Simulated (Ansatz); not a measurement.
SnO$_{2}$: computed DOS

```
CELL_PARAMETERS angstrom
4.73735 0.00000 0.00000
0.00000 4.73735 0.00000
0.00000 0.00000 3.18640
ATOMIC_POSITIONS crystal
Sn 0.00000 0.00000 0.00000
Sn 0.50000 0.50000 0.50000
O 0.30562 0.30562 0.00000
O 0.19438 0.80562 0.50000
O 0.69438 0.69438 0.00000
O 0.80562 0.19438 0.50000
```

The cell comes from COD entry 2101853, which wasn't checked; take it as a given geometry.

Spin–orbit coupling is left out, though it moves levels of the heavy atoms by tenths of an eV or more.

Method: DFT, PBE, all-electron LAPW, scalar-relativistic (Ansatz 0.2.0).

The runs use a Γ-centred 4×4×6 k mesh, Fermi–Dirac smearing of 0.03 eV, basis error target 1 meV/atom, no spin polarisation.

States per eV and cell, averaged over 0.6 eV, from -8.2 to 5.4 eV, with energies (bin centres) from the valence-band top; empty bins are left out. The partial columns, the largest 3 alone, are projections on Löwdin-orthogonalised atomic shells (those that the program's projection atoms carry: the occupied ones and, for some elements, an empty d or f shell; other empty shells have no column), summed over atoms of an element. Weights on diffuse s and p shells depend on that basis and aren't pure angular character.

| E (eV) | total | O 2p | Sn 5s | Sn 5p |
| --- | --- | --- | --- | --- |
| -8.0 | 0.43 | 0.25 | 0.15 | 0.01 |
| -7.4 | 2.15 | 1.26 | 0.71 | 0.08 |
| -6.8 | 1.78 | 1.06 | 0.53 | 0.08 |
| -6.2 | 1.22 | 0.75 | 0.30 | 0.07 |
| -5.6 | 0.77 | 0.51 | 0.13 | 0.08 |
| -5.0 | 2.25 | 1.62 | 0.09 | 0.46 |
| -4.4 | 2.85 | 2.13 | 0.07 | 0.55 |
| -3.8 | 4.20 | 3.25 | 0.07 | 0.72 |
| -3.2 | 3.17 | 2.60 | 0.02 | 0.41 |
| -2.6 | 2.37 | 2.03 | 0.01 | 0.22 |
| -2.0 | 5.12 | 4.63 | 0.03 | 0.23 |
| -1.4 | 6.21 | 5.97 | 0.01 | 0.05 |
| -0.8 | 6.95 | 6.79 | 0.00 | 0.04 |
| -0.2 | 0.53 | 0.52 | 0.00 | 0.00 |
| 1.6 | 0.01 | 0.00 | 0.00 | 0.00 |
| 2.2 | 0.05 | 0.01 | 0.02 | 0.00 |
| 2.8 | 0.14 | 0.03 | 0.07 | 0.01 |
| 3.4 | 0.28 | 0.08 | 0.12 | 0.02 |
| 4.0 | 0.45 | 0.13 | 0.19 | 0.04 |
| 4.6 | 0.86 | 0.27 | 0.39 | 0.07 |
| 5.2 | 2.03 | 0.63 | 0.93 | 0.20 |

Which of the resolved shells contributes most in the top eV of the valence band?

O 2p, with 98 % of all states there; Sn 5p follows with 1 %.
